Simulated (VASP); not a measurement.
# InPd (Pm-3m) in VASP: a series of runs, part 2 of 2

VASP 6.6.1. The steps go on from the part before.

## (3) Relaxation of cell and atoms, optPBE-vdW

INCAR

```
PREC     = Accurate       # precision mode
ENCUT    = 600            # plane-wave cutoff, eV
EDIFF    = 1E-6           # SCF threshold, eV
ISMEAR   = -1             # smearing method
SIGMA    = 0.05           # smearing width, eV
LREAL    = F              # projectors in reciprocal space
LASPH    = T              # aspherical terms in the spheres
NELM     = 80             # most SCF steps
ALGO     = Normal         # electronic algorithm
ISIF     = 3              # what is computed and relaxed
LWAVE    = F              # write WAVECAR
LCHARG   = F              # write CHGCAR
GGA      = OR             # functional
LUSE_VDW = T            
AGGAC    = 0.0          
IBRION   = 2              # ionic algorithm
NSW      = 60             # ionic steps
EDIFFG   = -0.01          # ionic threshold
```

KPOINTS

```
regular mesh
0
Gamma
  8 8 8
```

POSCAR

```
InPd
1.0
    3.2718847800      0.0000000000      0.0000000000
    0.0000000000      3.2718847800      0.0000000000
    0.0000000000      0.0000000000      3.2718847800
In Pd
1 1
Direct
    0.0000000000      0.0000000000      0.0000000000
    0.5000000000      0.5000000000      0.5000000000
```

Potentials or basis: VASP PAW PBE potentials, release 64 (In_d, Pd).

Command:

```bash
$ cat potpaw_PBE.64/In_d/POTCAR potpaw_PBE.64/Pd/POTCAR > POTCAR
$ mpirun -np 1 vasp_std > vasp.out
```

OUTCAR:

```text
PREC = Accurate
   ENCUT = 600
   EDIFF = 1E-6
   ISMEAR = -1
   LREAL = F
   LASPH = T
   NELM = 80
   ISIF = 3
   GGA = OR
   IBRION = 2
   NSW = 60
   EDIFFG = -0.01

 ion  position               nearest neighbor table
   1  0.000  0.000  0.000-   2 2.83   2 2.83   2 2.83   2 2.83   2 2.83   2 2.83   2 2.83   2 2.83

   2  0.500  0.500  0.500-   1 2.83   1 2.83   1 2.83   1 2.83   1 2.83   1 2.83   1 2.83   1 2.83

  LATTYP: Found a simple cubic cell.
 ALAT       =     3.2718847800

  Lattice vectors:

 A1 = (   3.2718847800,   0.0000000000,   0.0000000000)
 A2 = (   0.0000000000,   3.2718847800,   0.0000000000)
 A3 = (   0.0000000000,   0.0000000000,   3.2718847800)

Analysis of symmetry for initial positions (statically):
=====================================================================
 Subroutine PRICEL returns:
 Original cell was already a primitive cell.

 Routine SETGRP: Setting up the symmetry group for a
 simple cubic supercell.

 Subroutine GETGRP returns: Found 48 space group operations
 (whereof 48 operations were pure point group operations)
 out of a pool of 48 trial point group operations.

The static configuration has the point symmetry O_h .

Analysis of symmetry for dynamics (positions and initial velocities):
=====================================================================
 Subroutine PRICEL returns:
 Original cell was already a primitive cell.

[... 153 lines left out ...]
  ---------------------------------------------------
  ext. energy  EPLUGINS =         0.00000000
  ---------------------------------------------------
  free energy    TOTEN  =        -2.01612650 eV

  energy without entropy =       -2.00602804  energy(sigma->0) =       -2.01107727

 E-fermi :  10.4016     XC(G=0): -12.1871

 val. band max:       10.3991217884   @ k =   0.3750   0.3750   0.1250
 cond. band min:      10.6409661415   @ k =   0.5000   0.5000   0.3750
 fundamental gap:      0.2418443531
 Fermi energy:        10.4015545707

 k-point     1 :       0.0000    0.0000    0.0000
  band No.  band energies     occupation
      1      -4.5732      2.00000
      2      -4.5732      2.00000
      3      -4.1700      2.00000
      4      -4.1700      2.00000
      5      -4.1700      2.00000
      6       0.4364      2.00000
      7       6.6676      2.00000
      8       6.6676      2.00000
      9       8.1922      2.00000
     10       8.1922      2.00000
     11       8.1922      2.00000
     12      14.7044      0.00000
     13      14.7044      0.00000
     14      14.7044      0.00000
[... 490 lines left out ...]
--------------------------------------- Ionic step        3  -------------------------------------------

 number of electron      23.0000001 magnetization

 Free energy of the ion-electron system (eV)
  ---------------------------------------------------
  ext. energy  EPLUGINS =         0.00000000
  ---------------------------------------------------
  free energy    TOTEN  =        -2.03946140 eV

  energy without entropy =       -2.02846101  energy(sigma->0) =       -2.03396120

 E-fermi :   9.7405     XC(G=0): -11.9430

 val. band max:        9.6811654534   @ k =   0.3750   0.2500   0.1250
 cond. band min:       9.7664508325   @ k =   0.3750   0.3750   0.1250
 fundamental gap:      0.0852853790
 Fermi energy:         9.7405475777

 k-point     1 :       0.0000    0.0000    0.0000
  band No.  band energies     occupation
      1      -5.1209      2.00000
      2      -5.1209      2.00000
      3      -4.7657      2.00000
      4      -4.7657      2.00000
      5      -4.7657      2.00000
      6       0.1269      2.00000
      7       6.2142      2.00000
      8       6.2142      2.00000
      9       7.6323      2.00000
     10       7.6323      2.00000
     11       7.6323      2.00000
     12      13.9709      0.00000
     13      13.9709      0.00000
     14      13.9709      0.00000
[... 448 lines left out ...]
  energy  without entropy=       -2.0284610076  energy(sigma->0) =       -2.03396120

Total vdW correction in eV:      4.2724395

 reached required accuracy - stopping structural energy minimisation
```

Wall time 99 s (1 thread of Intel Xeon Platinum 8375C at 2.90GHz (Ice Lake), shared host); peak memory 0.34 GiB.

Results:

```
Free energy                            : -2.0395 eV
Relaxed volume                         : 18.29 Å³/atom
Relaxed cell                           : a = 3.319 Å, b = 3.319 Å, c = 3.319 Å, α = 90.00°, β = 90.00°, γ = 90.00°
Space group after relaxing (to 0.05 Å) : Pm-3m (No. 221)
Energy gained by relaxing              : 11.7 meV/atom
Ionic steps                            : 3
Pressure after relaxing                : 0.0 GPa
Band gap on the k mesh                 : none (metal or under the smearing width)
```

The path:
```csv
step,energy change (eV),largest force (eV/Å),pressure (GPa),volume (Å³)
1,0.0000,0.0000,5.14,35.03
2,-0.0085,0.0000,-3.27,37.95
3,-0.0233,0.0000,-0.04,36.58
```

Final structure:
```
CELL_PARAMETERS angstrom
3.31948 0.00000 0.00000
0.00000 3.31948 0.00000
0.00000 0.00000 3.31948
ATOMIC_POSITIONS crystal
In 0.00000 0.00000 0.00000
Pd 0.50000 0.50000 0.50000
```

Levels at points of the mesh, in eV from the Fermi level:
| k point | band 7 | band 8 | band 9 | band 10 | band 11 | band 12 | band 13 | band 14 | band 15 |
| --- | --- | --- | --- | --- | --- | --- | --- | --- | --- |
| (0.00, 0.00, 0.00) | -3.53 | -3.53 | -2.11 | -2.11 | -2.11 | 4.23 | 4.23 | 4.23 | 8.80 |
| (0.50, 0.00, 0.00) | -5.59 | -3.49 | -3.01 | -3.01 | -2.17 | -1.02 | 9.22 | 9.22 | 9.97 |
| (0.50, 0.50, 0.00) | -3.23 | -2.49 | -2.49 | -2.01 | -2.01 | -1.57 | 1.26 | 2.41 | 9.15 |
| (0.50, 0.50, 0.50) | -4.50 | -4.50 | -1.54 | -1.54 | -0.33 | 3.92 | 3.92 | 3.92 | 4.32 |

Caveat: the PAW data sets were made with another functional, which shifts forces and pressure a little.

## (4) Relaxation of cell and atoms, optB86b-vdW

INCAR: that of step 3 with these lines changed.

```diff
@@ -7,3 +7,3 @@
 LASPH    = T              # aspherical terms in the spheres
-NELM     = 80             # most SCF steps
+NELM     = 60             # most SCF steps
 ALGO     = Normal         # electronic algorithm
@@ -12,7 +12,9 @@
 LCHARG   = F              # write CHGCAR
-GGA      = OR             # functional
+GGA      = MK             # functional
 LUSE_VDW = T            
 AGGAC    = 0.0          
+PARAM1   = 0.1234       
+PARAM2   = 1.0          
 IBRION   = 2              # ionic algorithm
-NSW      = 60             # ionic steps
+NSW      = 40             # ionic steps
 EDIFFG   = -0.01          # ionic threshold
```

KPOINTS

```
Automatic mesh
0
Gamma
  8 8 8
```

POSCAR is that of step 3.

Command:

```bash
$ cat potpaw_PBE.64/In_d/POTCAR potpaw_PBE.64/Pd/POTCAR > POTCAR
$ mpirun -np 1 vasp_std > vasp.out
```

Wall time 86 s (1 thread of Intel Xeon Platinum 8375C at 2.90GHz (Ice Lake), shared host); peak memory 0.34 GiB.

The run converged. Its results:

- Free energy: -2.9062 eV
- Relaxed volume: 17.55 Å³/atom
- Relaxed cell: a = 3.274 Å, b = 3.274 Å, c = 3.274 Å, α = 90.00°, β = 90.00°, γ = 90.00°
- Space group after relaxing (to 0.05 Å): Pm-3m (No. 221)
- Energy gained by relaxing: 0.0 meV/atom
- Ionic steps: 3
- Pressure after relaxing: 0.0 GPa
- Band gap on the k mesh: none (metal or under the smearing width)

Final structure:
```cif
data_structure
_symmetry_space_group_name_H-M 'P 1'
_symmetry_Int_Tables_number 1
_cell_length_a 3.2741
_cell_length_b 3.2741
_cell_length_c 3.2741
_cell_angle_alpha 90.000
_cell_angle_beta 90.000
_cell_angle_gamma 90.000
_cell_volume 35.10
loop_
_atom_site_label
_atom_site_type_symbol
_atom_site_fract_x
_atom_site_fract_y
_atom_site_fract_z
_atom_site_occupancy
In1 In 0.00000 0.00000 0.00000 1
Pd1 Pd 0.50000 0.50000 0.50000 1
```

Levels at points of the mesh, in eV from the Fermi level:
| k point | band 10 | band 11 | band 12 | band 13 | band 14 | band 15 |
| --- | --- | --- | --- | --- | --- | --- |
| (0.00, 0.00, 0.00) | -2.18 | -2.18 | 4.28 | 4.28 | 4.28 | 9.35 |
| (0.50, 0.00, 0.00) | -3.16 | -2.25 | -1.03 | 9.57 | 9.57 | 10.07 |
| (0.50, 0.50, 0.00) | -2.20 | -2.20 | -1.61 | 1.48 | 2.53 | 9.46 |
| (0.50, 0.50, 0.50) | -1.57 | -0.13 | 3.92 | 3.92 | 3.92 | 4.48 |

Caveat: the PAW data sets were made with another functional, which shifts forces and pressure a little.

## (5) For comparison

An earlier run on the cell as given: functional PBE; potentials or basis VASP PAW PBE potentials, release 64 (In_d, Pd); cutoff 520 eV; k mesh 8 × 8 × 8; occupations fermi-dirac, width 0.05 eV; no spin polarisation.

* Pressure: 3.7 GPa
* Band gap on the k mesh: none (metal or under the smearing width)

## (6) Overview

```csv
task,level,cell,cutoff (eV),gap on the mesh (eV),pressure (GPa),relaxed volume (Å³/atom)
relaxation of cell and atoms,vdW-DF-cx,relaxed,600,none,0.0,17.25
relaxation of cell and atoms,optPBE-vdW,relaxed,600,none,0.0,18.29
relaxation of cell and atoms,optB86b-vdW,relaxed,600,none,0.0,17.55
single point,PBE,as given,520,none,3.7,-
```

Alike in all rows: potentials or basis VASP PAW PBE potentials, release 64 (In_d, Pd); no spin polarisation; k mesh 8 × 8 × 8; smearing fermi-dirac 0.05 eV.

Caveats: the PAW data sets were made with another functional, which shifts forces and pressure a little (some runs).

Total energies depend on the potentials used, so only differences within one code and one set of settings carry meaning.
